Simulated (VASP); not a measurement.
# KBr (F-43m) in VASP: electric field gradients with PBE

Aim: the electric field gradients of KBr with PBE.

All numbers are computed with VASP 6.6.1; they aren't measurements. Logs are shortened: lines on timing, memory, paths and dates and some standing lists are left out, and cuts for length are marked.

### Step 1. The cell of the first run

The structure is cubic, space group F-43m (No. 216). Conventional cell: a = 7.491 Å, b = 7.491 Å, c = 7.491 Å, α = 90.00°, β = 90.00°, γ = 90.00°. K (site symmetry -43m) has 4 Br at 3.24 Å as nearest neighbours. Br (site symmetry -43m) is surrounded by 4 K at 3.24 Å.

Measurements of this composition are mostly on another form, of space group No. 225.

### Step 2. Electric field gradients, PBE (volume scaled by 1.025)

File INCAR:

```
PREC = Accurate
ENCUT = 520
EDIFF = 1E-8
ISMEAR = -1
SIGMA = 0.08
LREAL = F
LASPH = T
NELM = 100
ALGO = Normal
ISIF = 2
LWAVE = F
LCHARG = F
GGA = PE
LEFG = T
NBANDS = 15
```

File KPOINTS:

```
Automatic mesh
0
Gamma
  11 11 11
```

File POSCAR:

```
KBr
1.0
    0.0000000000      3.7453945821      3.7453945821
    3.7453945821      0.0000000000      3.7453945821
    3.7453945821      3.7453945821      0.0000000000
K Br
1 1
Direct
    0.0000000000      0.0000000000      0.0000000000
    0.2500000000      0.2500000000      0.2500000000
```

Potentials or basis: VASP PAW PBE potentials, release 64 (K_sv, Br).

Run with:

```console
$ cat potpaw_PBE.64/K_sv/POTCAR potpaw_PBE.64/Br/POTCAR > POTCAR
$ mpirun -np 1 vasp_std > vasp.out
```

OUTCAR:

```text
PREC = Accurate
   ENCUT = 520
   EDIFF = 1E-8
   ISMEAR = -1
   LREAL = F
   LASPH = T
   NELM = 100
   ISIF = 2
   GGA = PE

 ion  position               nearest neighbor table
   1  0.000  0.000  0.000-   2 3.24   2 3.24   2 3.24   2 3.24
   2  0.250  0.250  0.250-   1 3.24   1 3.24   1 3.24   1 3.24

  LATTYP: Found a face centered cubic cell.
 ALAT       =     7.4907891642

  Lattice vectors:

 A1 = (   0.0000000000,   3.7453945821,   3.7453945821)
 A2 = (   3.7453945821,   0.0000000000,   3.7453945821)
 A3 = (   3.7453945821,   3.7453945821,   0.0000000000)

Analysis of symmetry for initial positions (statically):
=====================================================================
 Subroutine PRICEL returns:
 Original cell was already a primitive cell.

 Routine SETGRP: Setting up the symmetry group for a
 face centered cubic supercell.

 Subroutine GETGRP returns: Found 24 space group operations
 (whereof 24 operations were pure point group operations)
 out of a pool of 48 trial point group operations.

The static configuration has the point symmetry T_d .

Analysis of symmetry for dynamics (positions and initial velocities):
=====================================================================
 Subroutine PRICEL returns:
 Original cell was already a primitive cell.

 Routine SETGRP: Setting up the symmetry group for a
 face centered cubic supercell.

 Subroutine GETGRP returns: Found 24 space group operations
 (whereof 24 operations were pure point group operations)
 out of a pool of 48 trial point group operations.

The dynamic configuration has the point symmetry T_d .

 Subroutine INISYM returns: Found 24 space group operations
 (whereof 24 operations are pure point group operations),
 and found     1 'primitive' translations

----------------------------------------------------------------------------------------

                                     Primitive cell

  volume of cell :     105.0806

  direct lattice vectors                    reciprocal lattice vectors
     0.000000000  3.745394582  3.745394582    -0.133497283  0.133497283  0.133497283
     3.745394582  0.000000000  3.745394582     0.133497283 -0.133497283  0.133497283
     3.745394582  3.745394582  0.000000000     0.133497283  0.133497283 -0.133497283

  length of vectors
     5.296787814  5.296787814  5.296787814     0.231224077  0.231224077  0.231224077

  position of ions in fractional coordinates (direct lattice)
     0.000000000  0.000000000  0.000000000
     0.250000000  0.250000000  0.250000000

  ion indices of the primitive-cell ions
   primitive index   ion index
                 1           1
                 2           2

----------------------------------------------------------------------------------------

 KPOINTS: Automatic mesh

Automatic generation of k-mesh.
 Grid dimensions read from file:
 generate k-points for:   11   11   11

 Generating k-lattice:

  Cartesian coordinates                     Fractional coordinates (reciprocal lattice)
    -0.012136117  0.012136117  0.012136117     0.090909091  0.000000000  0.000000000
     0.012136117 -0.012136117  0.012136117     0.000000000  0.090909091  0.000000000
     0.012136117  0.012136117 -0.012136117     0.000000000  0.000000000  0.090909091

  Length of vectors
     0.021020371  0.021020371  0.021020371

  Shift w.r.t. Gamma in fractional coordinates (k-lattice)
     0.000000000  0.000000000  0.000000000

 Subroutine IBZKPT returns following result:
 ===========================================

 Found     56 irreducible k-points:

 Following reciprocal coordinates:
            Coordinates               Weight
  0.000000  0.000000  0.000000      1.000000
  0.090909  0.000000  0.000000      8.000000
  0.181818  0.000000  0.000000      8.000000
  0.272727  0.000000  0.000000      8.000000
  0.363636  0.000000  0.000000      8.000000
  0.454545  0.000000  0.000000      8.000000
[... 16 lines left out ...]
 -0.272727  0.181818  0.000000     24.000000
 -0.181818  0.181818  0.000000     12.000000
 [... further k-points ...]
   k-points           NKPTS =     56   k-points in BZ     NKDIM =     56   number of bands    NBANDS=     15
   number of dos      NEDOS =    301   number of ions     NIONS =      2
   total plane-waves  NPLWV =  64000
   dimension x,y,z NGX =    40 NGY =   40 NGZ =   40
   dimension x,y,z NGXF=    80 NGYF=   80 NGZF=   80
   ions per type =               1   1
   NGX,Y,Z   is equivalent  to a cutoff of  12.55, 12.55, 12.55 a.u.
   NGXF,Y,Z  is equivalent  to a cutoff of  25.11, 25.11, 25.11 a.u.
 SYSTEM =  unknown system
   PREC   = accura    normal or accurate (medium, high low for compatibility)
   ISTART =      0    job   : 0-new  1-cont  2-samecut
   ICHARG =      2    charge: 1-file 2-atom 10-const
   ISPIN  =      1    spin polarized calculation?
   LNONCOLLINEAR =      F non collinear calculations
   LSORBIT =      F    spin-orbit coupling
   LASPH  =      T    aspherical Exc in radial PAW
   ENCUT  =  520.0 eV  38.22 Ry    6.18 a.u.   9.85  9.85  9.85*2*pi/ulx,y,z
   NELM   =    100;   NELMIN=  2; NELMDL= -5     # of ELM steps
   EDIFF  = 0.1E-07   stopping-criterion for ELM
   LREAL  =      F    real-space projection
   EDIFFG = 0.1E-06   stopping-criterion for IOM
   NSW    =      0    number of steps for IOM
   IBRION =     -1    ionic relax: 0-MD 1-quasi-New 2-CG
   NFREE  =      0    steps in history (QN), initial steepest desc. (CG)
   ISIF   =      2    stress and relaxation
   ISYM   =      2    0-nonsym 1-usesym 2-fastsym
   POTIM  = 0.5000    time-step for ionic-motion
   TEBEG  =    0.0;   TEEND  =   0.0 temperature during run
   PSTRESS=    0.0 pullay stress
   NELECT =      16.0000    total number of electrons
   NUPDOWN=      -1.0000    fix difference up-down
   EMIN   =  10.00;   EMAX   =-10.00  energy-range for DOS
   EFERMI =   0.00;   METHOD = LEGACY
   ISMEAR =    -1;   SIGMA  =   0.08  broadening in eV -4-tet -1-fermi 0-gaus
   EFERMI_NEDOS =   21; number of points for ismear=-14 and -15
   IALGO  =     38    algorithm
   IMIX   =      4    mixing-type and parameters
     AMIX     =   0.40;   BMIX     =  1.00
     AMIX_MAG =   1.60;   BMIX_MAG =  1.00
  volume/ion in A,a.u.               =      52.54       354.56
  Fermi-wavevector in a.u.,A,eV,Ry     =   0.874193  1.651985 10.397751  0.764213
  Thomas-Fermi vector in A             =   1.993689
   LORBIT       =      0    0 simple, 1 ext, 2 COOP (PROOUT), +10 PAW based schemes
   GGA     = PE    functional components
   LHFCALC =     F    Hartree Fock is set to
   AEXX    =    0.0000 exact exchange contribution
   IVDW    =     0    specifies the selected vdW correction
   LEPSILON=     F    determine dielectric tensor
   LRPA    =     F    only Hartree local field effects (RPA)
 non-spin polarized calculation
  energy-cutoff  :      520.00
  volume of cell :      105.08
 maximum number of plane-waves:      2850
   NGX = 19   NGY = 19   NGZ = 19

 number of electron      16.0000003 magnetization

 Free energy of the ion-electron system (eV)
  ---------------------------------------------------
  ext. energy  EPLUGINS =         0.00000000
  ---------------------------------------------------
  free energy    TOTEN  =        -6.03673235 eV

  energy without entropy =       -6.03673235  energy(sigma->0) =       -6.03673235

 E-fermi :  -1.2875     XC(G=0):  -5.7963

 val. band max:       -3.2283706212   @ k =  -0.2727   0.1818   0.0000
 cond. band min:       0.9717836180   @ k =   0.0000   0.0000   0.0000
 fundamental gap:      4.2001542392
 Fermi energy:        -1.2875040615

 k-point     1 :       0.0000    0.0000    0.0000
  band No.  band energies     occupation
      1     -31.1435      2.00000
      2     -15.0872      2.00000
      3     -14.6343      2.00000
      4     -14.6343      2.00000
      5     -14.6343      2.00000
      6      -3.2391      2.00000
      7      -3.2391      2.00000
      8      -3.2391      2.00000
      9       0.9718      0.00000
     10       5.3042      0.00000
     11       5.3042      0.00000
     12       6.2327      0.00000
     13       6.2327      0.00000
     14       6.2327      0.00000
[... 401 lines left out ...]
      2     -15.2280      2.00000
      3     -14.6426      2.00000
      4     -14.6371      2.00000
      5     -14.4752      2.00000
      6      -3.4587      2.00000
      7      -3.2789      2.00000
      8      -3.2288      2.00000
      9       2.1197      0.00000
     10       4.6870      0.00000
     11       4.7143      0.00000
     12       5.1911      0.00000
     13       6.3774      0.00000
     14       6.6226      0.00000
     15       6.7154      0.00000

 [... further k-points ...]

------------------------ aborting loop because EDIFF is reached ----------------------------------------

  FORCE on cell =-STRESS in cart. coord.  units (eV):
  Direction    XX          YY          ZZ          XY          YZ          ZX
  --------------------------------------------------------------------------------------
  -------------------------------------------------------------------------------------
  Total       -0.1015224     -0.1015224     -0.1015224     -0.0000000      0.0000000      0.0000000
  in kB       -1.5479248     -1.5479248     -1.5479248     -0.0000000      0.0000000      0.0000000
  external PRESSURE =      -1.5479248 kB  Pullay stress =       0.0000000 kB

 VOLUME and BASIS-vectors are now :
 -----------------------------------------------------------------------------
  energy-cutoff  :      520.00
  volume of cell :      105.08
      direct lattice vectors                 reciprocal lattice vectors
     0.000000000  3.745394582  3.745394582    -0.133497283  0.133497283  0.133497283
     3.745394582  0.000000000  3.745394582     0.133497283 -0.133497283  0.133497283
     3.745394582  3.745394582  0.000000000     0.133497283  0.133497283 -0.133497283

 POSITION                                       TOTAL-FORCE (eV/Angst)
 -----------------------------------------------------------------------------------
      0.00000      0.00000      0.00000        -0.000000     -0.000000     -0.000000
      1.87270      1.87270      1.87270         0.000000      0.000000      0.000000
 -----------------------------------------------------------------------------------
    total drift:                               -0.000000     -0.000000     -0.000000

  FREE ENERGIE OF THE ION-ELECTRON SYSTEM (eV)
  ---------------------------------------------------
  free  energy   TOTEN  =        -6.0367323509 eV

  energy  without entropy=       -6.0367323507  energy(sigma->0) =       -6.03673235

 Electric field gradients (V/A^2)
---------------------------------------------------------------------
 ion       V_xx      V_yy      V_zz      V_xy      V_xz      V_yz
---------------------------------------------------------------------
   1       0.000     0.000     0.000     0.000     0.000     0.000
   2       0.000    -0.000     0.000     0.000     0.000     0.000
---------------------------------------------------------------------

 Electric field gradients after diagonalization (V/A^2)
 (convention: |V_zz| > |V_xx| > |V_yy|)
----------------------------------------------------------------------
 ion       V_xx      V_yy      V_zz     asymmetry (V_yy - V_xx)/ V_zz
----------------------------------------------------------------------
   1      -0.000    -0.000     0.001       0.000
   2      -0.000    -0.000     0.001       0.000
----------------------------------------------------------------------

           NMR quadrupolar parameters

 Cq : quadrupolar parameter    Cq=e*Q*V_zz/h
 eta: asymmetry parameters     (V_yy - V_xx)/ V_zz
 Q  : nuclear electric quadrupole moment in mb (millibarn)
----------------------------------------------------------------------
 ion       Cq(MHz)       eta       Q (mb)
----------------------------------------------------------------------
   1       0.000       0.000       1.000
   2       0.000       0.000       1.000
----------------------------------------------------------------------
```

It took 51 s on 1 thread of Intel Xeon 6975P-C (Granite Rapids), shared host; peak memory 0.29 GiB.

Results:

- Free energy: -6.0367 eV
- Pressure: -0.2 GPa
- Band gap on the k mesh: 4.20 eV, indirect (least direct gap 4.21 eV)

Levels at points of the mesh, in eV from the valence-band top:
```tsv
k point	band 6	band 7	band 8	band 9	band 10	band 11
(0.00, 0.00, 0.00)	-0.01	-0.01	-0.01	4.20	8.53	8.53
```

Electric field gradients, principal values (V/Å²):
```
atom    Vxx    Vyy    Vzz
 1 K  0.000  0.000  0.001
2 Br  0.000  0.000  0.001
```

Caveat: an odd mesh through Γ misses points on the zone boundary, where band edges often lie.
